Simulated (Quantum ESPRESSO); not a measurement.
Ge:

```
Ge
1.0
     1.48805   -2.59469    0.00000
     1.48805    2.59469    0.00000
     0.00000    0.00000    4.72760
Ge
2
Cartesian
  1.4881 0.8643 3.5457
  1.4881 -0.8643 1.1819
```

This isn't the form of Ge at room conditions, which is diamond.

```yaml
Program: Quantum ESPRESSO 7.5
Task: relaxation of cell and atoms
Functional: PBEsol
Potentials_or_basis: GBRV 1.5 PBEsol
Cutoff: 612 eV
Density_cutoff: 4898 eV
k_mesh: 8 × 8 × 5
Occupations: fermi-dirac, width 0.05 eV
Spin: no spin polarisation
```

At the start: pressure 0.5 GPa; volume 18.25 Å³/atom.

**Question.** Where does the relaxation end?

**Answer.** Over 19 steps the energy falls by 40.3 meV/atom and the volume is 18.27 Å³/atom (+0.1 %); space group P6_3/mmc (No. 194, to 0.05 Å).

Step by step:
```
step  energy change (eV)  largest force (eV/Å)  pressure (GPa)  volume (Å³)
   1              0.0000                0.0155            0.47        36.51
   2             -0.0004                0.0169            0.39        36.55
   3             -0.0152                0.0253           -1.35        37.48
   4             -0.0002                0.0274           -1.99        37.84
   5              0.0720                0.0194           11.01        33.03
   6             -0.0255                0.0207            0.10        36.73
   7             -0.0260                0.0159            1.53        36.09
   8             -0.0223                0.0200            0.90        36.35
   9             -0.0070                0.0197            1.76        35.98
  10             -0.0528                0.0014            0.37        36.63
  11              0.1103                0.0654            1.80        37.09
  12             -0.0699                0.0349           -0.29        36.94
  13             -0.0711                0.0277            0.19        36.67
  14             -0.0724                0.0236            0.62        36.45
  15             -0.0747                0.0142            1.10        36.18
  16             -0.0774                0.0060            1.00        36.14
  17             -0.0742                0.0334            1.07        36.19
  18             -0.0804                0.0078            0.13        36.49
  19             -0.0806                0.0083            0.03        36.54
```

Final structure:
```xyz
2
Lattice="1.4325 -2.4791 0.0000 1.4325 2.4791 0.0000 0.0000 0.0000 5.1444" Properties=species:S:1:pos:R:3 pbc="T T T"
Ge    1.4325    0.8209    3.8583
Ge    1.4325   -0.8209    1.2861
```
